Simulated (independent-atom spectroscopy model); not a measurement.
# Characterising CuO on paper

What would one expect for CuO? Wanted: its fluorescence spectrum, its attenuation of X-rays, its photoelectron survey and its thin-foil X-ray spectrum.

Method: independent atoms, textbook formulas over atomic cross sections; no chemical shifts or fine structure; level and line energies, yields and scattering factors come from tables; computed with independent-atom spectroscopy model, version 2.

**1. Composition and density**

| Property | Result |
| --- | --- |
| formula | CuO |
| density | 5.938 g/cm³ (from a DFT-relaxed cell) |
| molar mass | 79.55 g/mol |
| atoms per volume | 89.9 per nm³ |

```csv
element,atoms (%),mass (%)
Cu,50.0,79.9
O,50.0,20.1
```

**2. Fluorescence lines**

Model: primary fluorescence of a thick sample under monochromatic X-rays (Sherman equation, cascade cross sections of xraylib); no secondary enhancement or detector response; lines over 1 keV and 0.3 percent, close pairs merged; depth is the 1/e depth of the way in and out.

Input values:

```json
{
  "elements": ["Cu", "O"],
  "counts": [1, 1],
  "density": 5.938,
  "photon_energy": 8.048,
  "incidence_angle": 90,
  "take_off_angle": 30
}
```

Units: density in g/cm³, photon_energy in keV, incidence_angle in degrees, take_off_angle in degrees.

**3. How far X-rays get**

Model: mass attenuation by the mixture rule over the Elam, Ravel and Sieber tables (photoabsorption, coherent and incoherent scattering); narrow-beam half-value layer.

Input values:

```json
{
  "elements": ["Cu", "O"],
  "counts": [1, 1],
  "density": 5.938,
  "photon_energy": [1.68, 14.8, 30, 50, 80, 100, 107.0, 122.1, 300, 511]
}
```

Units: density in g/cm³, photon_energy in keV.

**4. XPS survey**

Model: photoelectron survey: area = atoms x Dirac-Hartree-Slater cross section x dipole angular factor (unpolarised) x TPP-2M path with the stated gap; tabulated elemental binding energies, no chemical shifts, flat transmission; full shells over 14 eV, above 150 eV kinetic energy and 1 percent.

Input values:

```json
{
  "elements": ["Cu", "O"],
  "counts": [1, 1],
  "density": 5.938,
  "photon_energy": 5414.7,
  "source_analyser_angle": 90,
  "valence_electrons": 17,
  "tpp_gap_parameter": 0.0
}
```

Units: density in g/cm³, photon_energy in eV, source_analyser_angle in degrees, tpp_gap_parameter in eV.

**5. EDX spectrum in the electron microscope**

Model: thin-foil X-ray emission: photons = atoms x relativistic binary-encounter-Bethe cross section (averaged denominator) with Coster-Kronig feeding x tabulated yield and branching; no absorption or detector response; main K, L (from Ca) and M (from Gd) lines over 0.5 percent, close pairs merged.

Input values:

```json
{
  "elements": ["Cu", "O"],
  "counts": [1, 1],
  "density": 5.938,
  "beam_energy": 200.0,
  "range_end": 20
}
```

Units: density in g/cm³, beam_energy in keV, range_end in keV.

Q: Predict the outcome of this session. Wanted: strongest fluorescence line; depth of that line; strongest photoelectron peak; strongest thin-foil line.

As calculated:

| quantity | value |
| --- | --- |
| strongest fluorescence line | Cu Lβ3+4, 1.022 keV |
| depth of that line | 0.0952 μm |
| half-value layer at 1.680 and 511.0 keV | 4.04e-04 and 14.0 mm |
| strongest photoelectron peak | Cu 2s, 1097 eV |
| strongest thin-foil line | Cu Lα1+2, 0.9295 keV |

In the fluorescence the strongest is Cu Lβ3+4 at 1.022 keV; Cu gives 100 % of the summed signal with 50 % of the atoms. O shows nothing within the model's range and threshold. Absorption leads at 107.0 keV and Compton scattering from 122.1 keV on. The strongest feature of the survey is Cu 2s at 1097 eV. With 50 % of the atoms, Cu carries 94 % of the listed signal. The 2s peaks of N, O and F are left out. At this photon energy non-dipole terms, left out here, change the areas. In the thin-foil spectrum the strongest is Cu Lα1+2 at 0.9295 keV; Cu gives 83 % of the summed signal with 50 % of the atoms. Cu Kα1+2 follows closely at 95 %. Independent atoms give no chemical shifts, near-edge structure or detector effects.
